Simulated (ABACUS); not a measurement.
# Fe (Im-3m) in ABACUS: reference runs

Aim: a first look at Fe with PBEsol, on the cell as given and on a disturbed one.

Everything below comes from runs of ABACUS 3.10.1. Logs are shortened: lines on timing, memory, paths and dates and some standing lists are left out, and cuts for length are marked.

### 1 The structure

It takes space group Im-3m (No. 229, cubic). The conventional cell has a = 2.886 Å, b = 2.886 Å, c = 2.886 Å, α = 90.00°, β = 90.00°, γ = 90.00°. Around Fe (site symmetry m-3m) lie 8 Fe at 2.50 Å.

### 2 Single point, PBEsol, collinear spin, ferromagnetic start

INPUT

```
INPUT_PARAMETERS
suffix              Fe
calculation         scf
basis_type          pw
pseudo_dir          ./
symmetry            1
dft_functional      pbesol
ecutwfc             90
pseudo_rcut         7
nspin               2
nbands              14
ks_solver           dav
smearing_method     fd
smearing_sigma      0.00367493
scf_thr             1e-08
scf_nmax            100
mixing_type         broyden
mixing_beta         0.4
cal_force           1
cal_stress          1
out_chg             1
out_pot             2
out_elf             1
```

STRU

```
ATOMIC_SPECIES
Fe 55.8450 Fe.upf

LATTICE_CONSTANT
1.8897261246

LATTICE_VECTORS
-1.4430000000 1.4430000000 1.4430000000
1.4430000000 -1.4430000000 1.4430000000
1.4430000000 1.4430000000 -1.4430000000

ATOMIC_POSITIONS
Direct

Fe
0.0
1
0.0000000000 0.0000000000 0.0000000000 1 1 1 mag 3
```

KPT

```
K_POINTS
0
Gamma
13 13 13 0 0 0
```

Potentials or basis: PseudoDojo NC SR 0.4.1 PBEsol standard, plane waves.

On the command line:

```bash
> OMP_NUM_THREADS=1 mpirun -np 4 abacus > log
```

running log:

```text
ABACUS v3.10.1

               Atomic-orbital Based Ab-initio Computation at UStc

 ------------------------------------------------------------------------------------

 READING GENERAL INFORMATION
                           global_out_dir = OUT.Fe/
                           global_in_card = INPUT
                               pseudo_dir = ./
                              orbital_dir =
                                    DSIZE = 4
                                    GSIZE = 1

 READING UNITCELL INFORMATION
                                    ntype = 1
                  lattice constant (Bohr) = 1.88973
              lattice constant (Angstrom) = 1

 READING ATOM TYPE 1
                               atom label = Fe
                      L=0, number of zeta = 1
                      L=1, number of zeta = 1
                      L=2, number of zeta = 1
             number of atom for this type = 1
               magnetization of element 1 = 3

                        TOTAL ATOM NUMBER = 1
DIRECT COORDINATES
    atom                   x                   y                   z     mag                  vx                  vy                  vz
taud_Fe1            0.0000000000        0.0000000000        0.0000000000  3.0000        0.0000000000        0.0000000000        0.0000000000

                          Volume (Bohr^3) = 81.1065
                             Volume (A^3) = 12.0187

 Lattice vectors: (Cartesian coordinate: in unit of a_0)
               -1.443              +1.443              +1.443
               +1.443              -1.443              +1.443
               +1.443              +1.443              -1.443
 Reciprocal vectors: (Cartesian coordinate: in unit of 2 pi/a_0)
                   +0             +0.3465             +0.3465
              +0.3465                  +0             +0.3465
              +0.3465             +0.3465                  +0
 The esolver type has been set to : ksdft_pw

                PAO radial cut off (Bohr) = 7

 Read in pseudopotential file is Fe.upf
                     pseudopotential type = NC
          exchange-correlation functional = PBESOL
                 nonlocal core correction = 1
                        valence electrons = 16
                                     lmax = 2
                           number of zeta = 4
                     number of projectors = 6
                           L of projector = 0
                           L of projector = 0
                           L of projector = 1
                           L of projector = 1
                           L of projector = 2
                           L of projector = 2
     initial pseudo atomic orbital number = 10
 The readin total magnetization is 3

 SETUP THE ELECTRONS NUMBER
            electron number of element Fe = 16
      total electron number of element Fe = 16
            AUTOSET number of electrons:  = 16
                           occupied bands = 8
                                   NBANDS = 14
                                   NLOCAL = 9

%%%%%%%%%%%%%%%%%%%%%%%%%%%%%%%%%%%%%%%%%%%%%%%%%%%%%%%%%%%%%%%%%%%%%%%%%%%%%%%%%%%%%%%%%%%%%%%%%%%%%%%%%%
 Warning: the number of valence electrons in pseudopotential > 8 for Fe: [Ar] 3d6 4s2
 Pseudopotentials with additional electrons can yield (more) accurate outcomes, but may be less efficient.
 If you're confident that your chosen pseudopotential is appropriate, you can safely ignore this warning.
%%%%%%%%%%%%%%%%%%%%%%%%%%%%%%%%%%%%%%%%%%%%%%%%%%%%%%%%%%%%%%%%%%%%%%%%%%%%%%%%%%%%%%%%%%%%%%%%%%%%%%%%%%

 SETUP THE PLANE WAVE BASIS
 energy cutoff for charge/potential (unit:Ry) = 360
            fft grid for charge/potential = [ 30, 30, 30 ]
                        fft grid division = [ 1, 1, 1 ]
        big fft grid for charge/potential = [ 30, 30, 30 ]
                                     nbxx = 7200
                                     nrxx = 7200

 SETUP PLANE WAVES FOR CHARGE/POTENTIAL
                    number of plane waves = 9405
                         number of sticks = 607

 PARALLEL PW FOR CHARGE/POTENTIAL
     PROC   COLUMNS(POT)             PW
        1            152           2352
        2            152           2352
        3            151           2350
        4            152           2351
 --------------- sum -------------------
        4            607           9405
                            number of |g| = 125
                                  max |g| = 32.4169
                                  min |g| = 0.240125

----------- Double Check Mixing Parameters Begin ------------
mixing_type: broyden
mixing_beta: 0.4
mixing_gg0: 1
mixing_gg0_min: 0.1
mixing_beta_mag: 1.6
mixing_gg0_mag: 0
mixing_ndim: 8
[... 43 lines left out ...]
                                    ibrav = 3
                       right hand lattice = 1
                        ROTATION MATRICES = 48
                               nkstot_ibz = 84
K-POINTS REDUCTION ACCORDING TO SYMMETRY
     IBZ    DIRECT_X    DIRECT_Y    DIRECT_Z  WEIGHT  ibz2bz
       1  0.00000000  0.00000000  0.00000000  0.0005       0
       2 -0.07692308  0.07692308  0.00000000  0.0055       1
       3 -0.15384615  0.15384615  0.00000000  0.0055       2
       4 -0.23076923  0.23076923  0.00000000  0.0055       3
       5 -0.30769231  0.30769231  0.00000000  0.0055       4
       6 -0.38461538  0.38461538  0.00000000  0.0055       5
[... 22 lines left out ...]
      29 -0.15384615 -0.23076923  0.46153846  0.0218     198
      30  0.46153846  0.30769231  0.15384615  0.0218     199
[... 54 further k points ...]

                               nkstot now = 84
[... K-POINTS DIRECT COORDINATES: 84 rows ...]

           k-point number in this process = 84
       minimum distributed K point number = 84
[... stars of the k points ...]
                             nks(nspin=2) = 168
                          nkstot(nspin=2) = 168

[... K-POINTS CARTESIAN COORDINATES: 168 rows ...]

[... K-POINTS DIRECT COORDINATES: 168 rows ...]

 SETUP PLANE WAVES FOR WAVE FUNCTIONS
     energy cutoff for wavefunc (unit:Ry) = 90
              fft grid for wave functions = [ 30, 30, 30 ]
                    number of plane waves = 1985
                         number of sticks = 217

 PARALLEL PW FOR WAVE FUNCTIONS
     PROC   COLUMNS(POT)             PW
        1             54            497
        2             54            496
        3             54            496
        4             55            496
 --------------- sum -------------------
        4            217           1985

 SETUP NONLOCAL PSEUDOPOTENTIALS IN PLANE WAVE BASIS
 Fe non-local projectors:
 projector 1 L=0
 projector 2 L=0
 projector 3 L=1
 projector 4 L=1
 projector 5 L=2
 projector 6 L=2
      TOTAL NUMBER OF NONLOCAL PROJECTORS = 18

 Init Non-Local PseudoPotential table :
 Init Non-Local-Pseudopotential done.

                                     npwx = 296

 Make real space PAO into reciprocal space.
       max mesh points in Pseudopotential = 701
     dq(describe PAO in reciprocal space) = 0.01
                                    max q = 1143

 number of pseudo atomic orbitals for Fe is 4
WARNING: norm of atomic wavefunction # 3 of atomic type Fe is 0.999977, renormalized
WARNING: norm of atomic wavefunction # 4 of atomic type Fe is 0.996725, renormalized

 -------------------------------------------
 SELF-CONSISTENT
 -------------------------------------------
                                 init_chg = atomic

 PW ALGORITHM --------------- ION=   1  ELEC=   1--------------------------------
 Notice: Threshold on eigenvalues was too large.
 hsover_error=0.16 > DRHO=0.0396352
 Origin diag ethr = 0.01
 New diag ethr = 0.00024772
          total magnetism (Bohr mag/cell) = 2.49683
       absolute magnetism (Bohr mag/cell) = 2.51998
                        nelec for spin up = 9.24842
                      nelec for spin down = 6.75158

 Density error is 0.0398414092482
                          Error Threshold = 0.000247719753412
----------------------------------------------------------
     Energy           Rydberg                 eV
----------------------------------------------------------
 E_KohnSham     -250.4196754566      -3407.1344775212
 E_Harris       -252.1490329860      -3430.6635937992
 E_Fermi        1.2918653485         17.5767297880
----------------------------------------------------------
[... 103 lines left out ...]
 Density error is 2.52713049903e-09
                          Error Threshold = 2.28645038494e-10
----------------------------------------------------------
     Energy           Rydberg                 eV
----------------------------------------------------------
 E_KohnSham     -250.4315244787      -3407.2956917375
 E_KS(sigma->0) -250.4311630868      -3407.2907747472
 E_Harris       -250.4316463286      -3407.2973495894
 E_band         -16.9470093986       -230.5758918810
 E_one_elec     -107.3288328328      -1460.2836862156
 E_Hartree      62.9280813889        856.1804710966
 E_xc           -35.2037688560       -478.9718475167
 E_Ewald        -170.8262813948      -2324.2107951213
 E_entropy(-TS) -0.0007227840        -0.0098339805
 E_descf        0.0000000000         0.0000000000
 E_exx          0.0000000000         0.0000000000
 E_Fermi        1.2580025284         17.1160024849
----------------------------------------------------------

 charge density convergence is achieved
 final etot is -3407.2956917 eV
 EFERMI = 17.116002485 eV
The vacuum level is 16.7594267 eV

 STATE ENERGY(eV) AND OCCUPATIONS    NSPIN == 2
SPIN UP :
 1/84 kpoint (Cartesian) = 0.0000 0.0000 0.0000 (285 pws)
       1       -70.5582    0.000455166
       2       -36.6028    0.000455166
       3       -36.6028    0.000455166
       4       -36.6028    0.000455166
       5        8.92205    0.000455166
       6        14.8412    0.000455166
       7        14.8412    0.000455166
       8        14.8412    0.000455166
       9        16.0178    0.000455166
      10        16.0178    0.000455166
      11        40.9919        0.00000
      12        40.9919        0.00000
      13        40.9919        0.00000
      14        46.1329        0.00000
[... 66 lines left out ...]
       1       -70.5028     0.00546199
       2       -36.9044     0.00546199
       3       -36.7051     0.00546199
       4       -36.6022     0.00546199
       5        12.3211     0.00546199
       6        13.9593     0.00546199
       7        15.8014     0.00546199
       8        16.1559     0.00546199
       9        16.1996     0.00546199
      10        16.9700     0.00518252
      11        26.5040    1.56462e-84
      12        35.3277        0.00000
      13        37.1361        0.00000
      14        39.7108        0.00000

[... levels at 162 further k points ...]

------------------------------------------------------------------------------------------
 TOTAL-FORCE (eV/Angstrom)
------------------------------------------------------------------------------------------
                       Fe1         0.0000000000         0.0000000000         0.0000000000
------------------------------------------------------------------------------------------

----------------------------------------------------------------
 TOTAL-STRESS (KBAR)
----------------------------------------------------------------
      -156.2251546125        -0.0000000000        -0.0000000000
        -0.0000000000      -156.2251546125         0.0000000000
         0.0000000000         0.0000000000      -156.2251546125
----------------------------------------------------------------
 TOTAL-PRESSURE: -156.225155 KBAR

 --------------------------------------------
 !FINAL_ETOT_IS -3407.2956917374622208 eV
 --------------------------------------------
```

Wall time 41 s (4 MPI ranks of AMD EPYC, shared host); peak memory 0.24 GiB.

What came out:

* Free energy: -3407.2957 eV
* Pressure: -15.6 GPa
* Band gap on the k mesh: none (metal or under the smearing width)
* Net moment: 2.38 μB per cell
* Absolute moment: 2.51 μB per cell

Levels at points of the mesh, in eV from the Fermi level:
Spin up:
```csv
k point,band 7,band 8,band 9,band 10
"(0.00, 0.00, 0.00)",-2.27,-2.27,-1.10,-1.10
```
Spin down:
```
           k point  band 4  band 5  band 6  band 7  band 8  band 9  band 10
(0.00, 0.00, 0.00)  -50.95   -8.02    0.00    0.00    0.00    1.86     1.86
```

Caveat: so large a pressure means that the cell lies far from this level's equilibrium, or that cutoff or potentials fall short.

### 3 Single point, PBEsol, collinear spin, ferromagnetic start (cell strained at random at fixed volume)

INPUT: that of step 2 with these lines changed.

```diff
@@ -20,4 +20,2 @@
 cal_stress          1
-out_chg             1
-out_pot             2
-out_elf             1
+kpar                4
```

STRU

```
ATOMIC_SPECIES
Fe 55.8450 Fe.upf

LATTICE_CONSTANT
1.8897261246

LATTICE_VECTORS
-1.4815330000 1.4342380000 1.4590090000
1.4675270000 -1.4309640000 1.4417290000
1.4535380000 1.4029680000 -1.4557350000

ATOMIC_POSITIONS
Direct

Fe
0.0
1
-0.0127860000 -0.0069470000 -0.0146850000 1 1 1 mag 3
```

KPT is that of step 2.

Potentials or basis: PseudoDojo NC SR 0.4.1 PBEsol standard, plane waves.

On the command line:

```bash
> OMP_NUM_THREADS=1 mpirun -np 4 abacus > log
```

Run time: 5.9 min. Hardware: 4 MPI ranks of AMD EPYC, shared host; peak memory 0.88 GiB.

Results (log left out):

| Property | Result |
| --- | --- |
| Free energy | -3407.2933 eV |
| Pressure | -15.2 GPa |
| Band gap on the k mesh | none (metal or under the smearing width) |
| Net moment | 2.40 μB per cell |
| Absolute moment | 2.53 μB per cell |

Stress tensor (GPa, compression positive):
```
-16.27   1.00   0.52
  1.00 -13.76   0.00
  0.52   0.00 -15.58
```

Levels at points of the mesh, in eV from the Fermi level:
Spin up:
| k point | band 7 | band 8 | band 9 | band 10 |
| --- | --- | --- | --- | --- |
| (0.00, 0.00, 0.00) | -2.28 | -2.20 | -1.18 | -1.05 |
Spin down:
```tsv
k point	band 3	band 4	band 5	band 6	band 7	band 8	band 9	band 10
(0.00, 0.00, 0.00)	-50.95	-50.94	-8.03	-0.17	0.01	0.16	1.75	1.96
```
